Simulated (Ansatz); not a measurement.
## From barrier to diffusion: H in CaF2

The calculation used DFT PBE, scalar-relativistic, plane waves, PAW (Ansatz). Settings: 420 eV cutoff, 2×2×2 k-mesh, Gaussian smearing of 0.02 eV, no spin polarisation.

Host crystal, relaxed:

```
Ca F
1.0
     0.00000    2.75588    2.75588
     2.75588    0.00000    2.75588
     2.75588    2.75588    0.00000
Ca F
1 2
Cartesian
  0.0000 0.0000 0.0000
  4.1338 4.1338 4.1338
  1.3779 1.3779 1.3779
```

In a supercell of 24 host sites with charge +1, interstitial H hops to an equivalent place, moving 1.94 Å. Climbing-image nudged elastic band at fixed cell; the order of the saddle wasn't checked, and the small cell leaves errors of about a tenth of an eV. Zero-point motion and tunnelling, which matter for H, are left out.

| image | path (Å) | E − E(0) (eV) |
| --- | --- | --- |
| 0 | 0.00 | 0.000 |
| 1 | 0.50 | 0.031 |
| 2 | 1.00 | 0.200 |
| 3 | 1.51 | 0.490 |
| 4 | 2.01 | 0.200 |
| 5 | 2.52 | 0.031 |
| 6 | 3.02 | 0.000 |

Task: What are the barriers forward and back, and what attempt frequency does the shape suggest?

Result: Forward 0.49 eV, back 0.49 eV, the ends being level. For a sinusoidal profile E_b sin²(πx/l), with the H atom alone moving, ν = (1/l)√(E_b/2m) = 2.5×10¹³ s⁻¹, within an order of magnitude of the customary 10¹³ s⁻¹; a true prefactor needs the vibrations at the minimum and at the saddle.

Task: With ν = 10¹³ s⁻¹, give the forward jump rate along this one path, the wait 1/k for that jump, the diffusivity D ≈ l²k and the distance √(Dt) covered in an hour at 300, 600 and 1000 K, taking the host as solid throughout.

Result: k = ν exp(−E_b/k_BT):
```tsv
T (K)	k (1/s)	wait (s)	D (cm²/s)	√(Dt) in 1 h (nm)
300	6.0×10⁴	1.7×10⁻⁵	2.2×10⁻¹¹	2845
600	7.7×10⁸	1.3×10⁻⁹	2.9×10⁻⁷	3.2×10⁵
1000	3.4×10¹⁰	2.9×10⁻¹¹	1.3×10⁻⁵	2.2×10⁶
```

D = l²k holds for six equivalent jumps in three dimensions (z l²k/6) and is a scale otherwise. Long-range transport needs a connected net of such jumps, and traps slow it. D is that of an interstitial already there. An error of 0.1 eV in the barrier changes k by a factor of 48 at 300 K and 3.2 at 1000 K.

Cost: 1 run of about 31 core-minutes, on Intel Xeon Processor @ 2.50GHz (Skylake/Cascade Lake) (shared hosts).